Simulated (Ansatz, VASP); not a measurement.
Pd: VASP beside Ansatz

Contents of INCAR:

```
SYSTEM = Pd
ALGO = Normal
EDIFF = 1E-6
ENCUT = 520
GGA = PE
ISIF = 2
ISMEAR = -1
ISPIN = 2
LASPH = .True.
LCHARG = .False.
LMAXMIX = 4
LORBIT = 11
LREAL = .False.
LWAVE = .False.
MAGMOM = 0.288
NBANDS = 15
NELM = 150
PREC = Accurate
SIGMA = 0.05
```

Contents of KPOINTS:

```
k-points
0
Gamma
  7 7 7
  0 0 0
```

File POSCAR:

```
Pd
1.0
    0.0000000000      1.9737080107      1.9737080107
    1.9737080107      0.0000000000      1.9737080107
    1.9737080107      1.9737080107      0.0000000000
Pd
1
Direct
    0.0000000000      0.0000000000      0.0000000000
```

Input for Ansatz:

```yaml
crystal:
  lattice:
    - [0.0, 1.9737080107, 1.9737080107]
    - [1.9737080107, 0.0, 1.9737080107]
    - [1.9737080107, 1.9737080107, 0.0]
  atoms:
    - { symbol: Pd, position: [0.0, 0.0, 0.0], spin: 0.288 }
hamiltonian:
  xc: pbe
  pseudopotentials:
    kind: paw
    azcp:
      Pd: "pseudopotentials/Pd.paw.azcp"
basis:
  ecutwfc: 420
  fft_grid_basis: typed
kpoints:
  mp_grid: { grid: [7, 7, 7], shift: [0, 0, 0] }
magnetization:
  spin_polarized: true
scf:
  occupations: { method: fermi_dirac, width: 0.05 }
  lower_state_search: "off"
output:
  stress: true
```

Alike in both runs: task single point; functional PBE; k mesh 7 × 7 × 7; occupations fermi-dirac, width 0.05 eV; collinear spin.

|  | VASP | Ansatz |
| --- | --- | --- |
| version | VASP 6.6.1 | Ansatz 0.2.0 |
| potentials or method | VASP PAW PBE potentials, release 64 (Pd) | plane waves (420 eV) with PAW, scalar-relativistic |
| plane-wave cutoff (eV) | 520 | 420 |
| valence electrons in the cell | 10 | 18 |

Ansatz gave:

| Item | Value |
| --- | --- |
| pressure (GPa) | 0.3 |
| net moment per atom (μB) | 0.36 |
| size of the moment on the site where the two differ most (μB) | 0.37 |

Problem. Which values does VASP return?

Solution. Pressure (GPa): 0.0; net moment per atom (μB): 0.36; size of the moment on the site where the two differ most (μB): 0.36.

Site moments also hang on the region over which each program counts them. The two sets of potentials don't hold the same shells in valence.

Caveats: the k mesh is coarse (spacing up to 0.39 Å⁻¹), so the values aren't converged.
